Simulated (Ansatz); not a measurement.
**Work and stress of cleavage in TiAl**

Computed with DFT PBEsol, scalar-relativistic, plane waves, PAW in Ansatz 0.2.0. Cutoff 420 eV, Γ-centred 19×19×7 k-points, Gaussian smearing of 0.15 eV. No spin polarisation. Energies are free energies at this smearing, counted from the undisturbed cell; pressure is positive in compression.

Reference structure (relaxed at this level; it needn't be the usual structure):

```xyz
6
Lattice="0.0000 -3.1565 0.0000 0.0000 0.0000 -3.1565 9.4694 0.0000 0.0000" Properties=species:S:1:pos:R:3 pbc="T T T"
Ti    2.3672    0.0000    0.0000
Ti    5.5237    0.0000    0.0000
Ti    8.6801    0.0000    0.0000
Al    0.7890   -1.5782   -1.5782
Al    3.9454   -1.5782   -1.5782
Al    7.1019   -1.5782   -1.5782
```

The cut lies on the cell's a–b face, a (1 0 0) plane (indices in the standard cell, whose axes needn't be the Cartesian ones shown) of area 9.96 Å², between layers 1.58 Å apart. Vector c is lengthened by d along the normal with the atoms' Cartesian places fixed: one unrelaxed cut a cell. The traction is positive where the two halves pull on each other.

```
d (Å) energy (J/m²) traction (GPa)
-0.30           0.31           -22.7
 0.00           0.00             0.0
 0.25           0.15            10.9
 0.50           0.50            16.6
 0.75           0.95            18.6
 1.00           1.41            18.2
 1.50           2.23            14.2
 2.00           2.83            10.1
 3.00           3.54             4.4
 4.50           3.87             0.8
 6.00           3.92             0.1
```

Question: What are the work of separation and the cleavage stress, and do they fit the universal binding curve?

Answer: The energy levels off near W ≈ 3.92 J/m² (the traction is down to 0.1 GPa), the energy of the two unrelaxed faces, 1.96 J/m² each on average. The largest sampled traction is 18.6 GPa at d = 0.75 Å, and a parabola through it and its two neighbours peaks at σ_max ≈ 18.7 GPa, d ≈ 0.83 Å. The curve E = W[1 − (1 + d/ℓ)exp(−d/ℓ)] peaks in traction at d = ℓ with σ_max = W/(eℓ); with 1 J/m² per Å = 10 GPa this W and σ_max give ℓ = 0.77 Å. A parabola through that curve at the same three d peaks at 0.80 Å, against 0.83 Å here, a fair fit. Real crystals break at far lower stress, because cracks concentrate it, and on the plane of lowest W, which needn't be this one.

The cut is rigid; relaxing the faces lowers these energies and usually the stresses.

In a metal these slopes depend on the k mesh and the smearing.

Cost: 11 runs of about 12 core-minutes in all, on Arm Neoverse V1 (shared hosts).